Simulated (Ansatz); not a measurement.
# Hf8Ba8O24: the cost of one run

Method: density functional theory in Ansatz 0.2.0, PAW datasets, plane waves.

## (1) The starting cell

40 atoms (8 Hf, 8 Ba, 24 O); a = 8.315 Å, b = 8.315 Å, c = 8.315 Å, α = 90.00°, β = 90.00°, γ = 90.00°. All atoms were shaken off their sites by about 0.02 Å along each axis. Defect site 1: (0.250, 0.250, 0.250). Defect site 2: (0.000, 0.000, 0.000).

The runs, in order: (2) PBEsol relaxation at the single k point (¼, ¼, ¼), on 8 threads of Intel Xeon Platinum 8259CL at 2.50GHz; (3) HSE06 single point at the single k point (¼, ¼, ¼), on 8 threads of Intel Xeon Platinum 8259CL at 2.50GHz.

## (2) PBEsol relaxation in the fixed cell

in.yaml

```yaml
crystal:
  lattice:
    - [8.315187, 0.000000, 0.000000]
    - [0.000000, 8.315187, 0.000000]
    - [0.000000, 0.000000, 8.315187]
  atoms:
    - { symbol: Hf, position: [0.006272, 0.998836, 0.999799] }
    - { symbol: Hf, position: [0.248412, 0.250413, 0.749790] }
    - { symbol: Hf, position: [0.248485, 0.749036, 0.252706] }
    - { symbol: Hf, position: [0.248952, 0.750839, 0.744677] }
    - { symbol: Hf, position: [0.751186, 0.252619, 0.253045] }
    - { symbol: Hf, position: [0.745872, 0.246715, 0.752747] }
    - { symbol: Hf, position: [0.751768, 0.747655, 0.247353] }
    - { symbol: Hf, position: [0.749340, 0.746787, 0.749979] }
    - { symbol: Ba, position: [0.000968, 0.002854, 0.499670] }
    - { symbol: Ba, position: [0.000662, 0.494675, 0.998518] }
    - { symbol: Ba, position: [0.996098, 0.496441, 0.495938] }
    - { symbol: Ba, position: [0.498910, 0.002036, 0.000234] }
    - { symbol: Ba, position: [0.501567, 0.003326, 0.500135] }
    - { symbol: Ba, position: [0.497705, 0.496861, 0.996627] }
    - { symbol: Ba, position: [0.503431, 0.500348, 0.496791] }
    - { symbol: Ba, position: [0.249333, 0.250452, 0.247206] }
    - { symbol: O, position: [0.251367, 0.250826, 0.998160] }
    - { symbol: O, position: [0.248392, 0.250646, 0.501222] }
    - { symbol: O, position: [0.251389, 0.750047, 0.005138] }
    - { symbol: O, position: [0.246019, 0.751465, 0.501274] }
    - { symbol: O, position: [0.751598, 0.249158, 0.004904] }
    - { symbol: O, position: [0.749634, 0.250357, 0.499651] }
    - { symbol: O, position: [0.748906, 0.752581, 0.000676] }
    - { symbol: O, position: [0.745798, 0.752886, 0.496369] }
    - { symbol: O, position: [0.002273, 0.252866, 0.245117] }
    - { symbol: O, position: [0.998955, 0.255142, 0.749581] }
    - { symbol: O, position: [0.998783, 0.750669, 0.249065] }
    - { symbol: O, position: [0.001747, 0.751266, 0.748346] }
    - { symbol: O, position: [0.497665, 0.252643, 0.249612] }
    - { symbol: O, position: [0.500760, 0.250549, 0.746366] }
    - { symbol: O, position: [0.501544, 0.750715, 0.249419] }
    - { symbol: O, position: [0.498273, 0.748451, 0.751247] }
    - { symbol: O, position: [0.246842, 0.998798, 0.250517] }
    - { symbol: O, position: [0.251977, 0.996706, 0.750424] }
    - { symbol: O, position: [0.248935, 0.500169, 0.253471] }
    - { symbol: O, position: [0.249151, 0.499081, 0.748564] }
    - { symbol: O, position: [0.748065, 0.002624, 0.251272] }
    - { symbol: O, position: [0.747232, 0.999965, 0.751163] }
    - { symbol: O, position: [0.751618, 0.498282, 0.249639] }
    - { symbol: O, position: [0.751270, 0.496820, 0.749113] }
  symmetry: { detect: false }
kpoints:
  mp_grid: { grid: [1, 1, 1], shift: [0.25, 0.25, 0.25] }
hamiltonian:
  xc: pbesol
scf:
  occupations: { method: fermi_dirac, width: 0.01 }
relax:
  f_tol: 0.03
  max_steps: 80
  escape_saddle: false
  adjacent_minimum: "off"
output:
  forces: true
  eigenvalues: true
  populations: true
  write_density: true
  write_potential: true
  elf: true
  volumetric_format: npy
```

Started as:

```bash
$ ansatz run in.yaml --threads 8 --pin off --max-ram 13300MiB --runs-dir r --events-out ev --progress --plain
```

Q: Estimate wall time and peak memory on 8 threads of Intel Xeon Platinum 8259CL at 2.50GHz, shared host.

About 2 min, with a peak of 1.3 GiB.
